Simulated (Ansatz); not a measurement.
The system is NaF (Villiaumite).

```
CELL_PARAMETERS angstrom
0.00000 2.32000 2.32000
2.32000 0.00000 2.32000
2.32000 2.32000 0.00000
ATOMIC_POSITIONS crystal
Na 0.00000 0.00000 0.00000
F 0.50000 0.50000 0.50000
```

Base run:

```yaml
Program: Ansatz 0.2.0
Functional: PBE0
Potentials_or_basis: Ansatz PAW
Cutoff: "420 eV (not typed: the program's choice for these potentials)"
k_mesh: 8 × 8 × 8
Occupations: fermi-dirac, width 0.05 eV
Spin: no spin polarisation
```

Its results: band gap on the k mesh 9.23 eV, direct; pressure -0.1 GPa.

Question: The run is repeated on the same cell with these changes: functional from PBE0 to HSE06. What comes out?

Answer: Band gap on the k mesh 8.46 eV, direct; pressure -0.1 GPa.

Caveats: the PAW data sets come from PBE, with cores solved anew for the run's functional, which leaves a small shift of forces and pressure; the thresholds are loose for stress.
